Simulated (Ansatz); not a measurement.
An Ansatz input:

```yaml
crystal:
  lattice:
    - [2.7703168442, 0.0, 0.0]
    - [0.0, 2.7703168442, 0.0]
    - [0.0, 0.0, 2.7703168442]
  atoms:
    - { symbol: Se, position: [0.0, 0.0, 0.0] }
hamiltonian:
  xc: revpbe
  pseudopotentials:
    kind: paw
    azcp:
      Se: "pseudopotentials/Se.paw.azcp"
basis:
  ecutwfc: 420
  fft_grid_basis: typed
kpoints:
  mp_grid: { grid: [12, 12, 12], shift: [0, 0, 0] }
magnetization:
  spin_polarized: false
scf:
  occupations: { method: fermi_dirac, width: 0.1 }
  lower_state_search: "off"
output:
  stress: true
```

and its output:

```
Engine: ansatz 0.2.0, aarch64-unknown-linux-gnu
Pseudopotentials: kind: paw
Pseudopotential: Se, paw, valence charge 16, recommended cutoff 420 eV (normal) 
Functional definition: revPBE
  parameter kappa = 1.245
  parameter beta = 0.06672455060314922
  exchange = pbe_x(kappa = kappa, mu = beta*pi^2/3)
  correlation = pbe_c(beta = beta)
Crystal: 1 atoms, lattice volume = 21.261 Å³
Basis set: ecut = 420 eV, 437 PW (Γ)
Bands: 12, of which v1, the nominal top of the filled ones, is band 8 counted from 1 (7 counted from 0)
Symmetry: 48 space group operations
Space group: Pm-3m (ITA 221), of the structure as read, at distance tolerance 2.8e-5 Å
k-points: 84 of 1728
Non-local potential: Se, projectors of the file, l = 0: 2, l = 1: 2, l = 2: 3, l = 3: 1
PAW form: soft (Blöchl's): semilocal exchange-correlation on the pseudo side does not see the compensation charge
PAW frozen core: Se, regenerated for the run's functional, and the local potential with it (the file was generated under x = pbe(κ = 0.804, μ = 0.2195149727645171), c = pbe(β = 0.06672455060314922))
PAW one-centre angular grid: Se, 590 points (default); XC on 64 Gauss nodes
Initial density: superposition of atomic densities (neutral atoms: chi_scale 0, normalization atom), corrected by the library's trained network
Initial wavefunctions: pseudopotential atomic-orbital guess
Functional: x = revpbe(κ = 1.245, μ = 0.2195149727645171), c = pbe(β = 0.06672455060314922)
SCF iter   1: F=—  HF=-5473.124073 eV  |F-HF|=—  |Δ(HF+E_count)|=         —  Δρ=1.81e-3  dr2=6.41e-4  ethr=1.77e-3  ⟨swp⟩=5.2  Hψ=6001  notcnv=0
SCF iter   2: F=—  HF=-5473.124268 eV  |F-HF|=—  |Δ(HF+E_count)|=   1.95e-4  Δρ=1.25e-3  dr2=2.83e-4  ethr=4.01e-6  ⟨swp⟩=2.6  Hψ=2354  notcnv=0
SCF iter   3: F=—  HF=-5473.124482 eV  |F-HF|=—  |Δ(HF+E_count)|=   2.15e-4  Δρ=3.50e-4  dr2=3.45e-5  ethr=1.77e-6  ⟨swp⟩=2.4  Hψ=1365  notcnv=0
SCF iter   4: F=—  HF=-5473.124496 eV  |F-HF|=—  |Δ(HF+E_count)|=   1.38e-5  Δρ=7.81e-5  dr2=1.40e-6  ethr=2.16e-7  ⟨swp⟩=2.7  Hψ=1619  notcnv=0
SCF iter   5: F=—  HF=-5473.124498 eV  |F-HF|=—  |Δ(HF+E_count)|=   1.57e-6  Δρ=6.00e-5  dr2=9.93e-7  ethr=8.76e-9  ⟨swp⟩=2.0  Hψ=1688  notcnv=0
SCF iter   6: F=—  HF=-5473.124497 eV  |F-HF|=—  |Δ(HF+E_count)|=   3.51e-7  Δρ=2.89e-5  dr2=2.24e-7  ethr=6.21e-9  ⟨swp⟩=2.0  Hψ=1466  notcnv=0
SCF iter   7: F=-5473.124497 eV  HF=-5473.124497 eV  |F-HF|=8.15e-9  |Δ(HF+E_count)|=   1.11e-7  Δρ=5.54e-6  dr2=8.56e-9  ethr=6.25e-10  ⟨swp⟩=4.0  Hψ=3219  notcnv=0
SCF 1 converged in 7 iterations: F = -5473.124497 eV  dr2 = 8.56e-9
SCF converged after 7 iterations
Free energy (F): -5473.124497 eV
Harris-Foulkes:  -5473.124497 eV  (|F-HF|=8.15e-9)
Internal energy: -5473.107795 eV  (E = F + TS)
E sigma→0 (E₀):  -5473.116146 eV
Entropy (-TS):   -0.016702 eV (-16.702 meV/atom)
Fermi energy:    10.952492 eV
--- Per-component energies (eV) ---
  E_band       = -352.961572
  E_kinetic    = 117.426895
  E_local      = -2178.676547  (includes V_loc(G=0)·N_el)
  E_nonlocal   = -595.239566
  E_hartree    = 1091.376764
  E_xc         = -104.059049
  E_vxc        = -97.823729  (∫ρ·V_xc dr)
  E_paw        = -1916.019937  (= ΣΔE_a)
  E_vpaw       = 218.593648  (= ΣTr[D̂ρ^β])
  E_aug_tail   = -0.000568  (compensation charges beyond the density's cutoff)
  E_ewald      = -1887.718357
  E_core_change = -0.197430  (= ΣΔE_core)
  E_smearing   = -0.016702  (= −TS)
  E_closure    = -0.000000  (closes the sum)
  Σ components = -5473.124497   (vs F -5473.124497, Δ=0.00e0)
--- Stress (GPa, compression-positive) ---
        6.782506      -0.000000      -0.000000
        0.000000       6.782506       0.000000
       -0.000000       0.000000       6.782506
  P = ⅓ Tr σ = 6.7825 GPa (67.825 kbar)
```
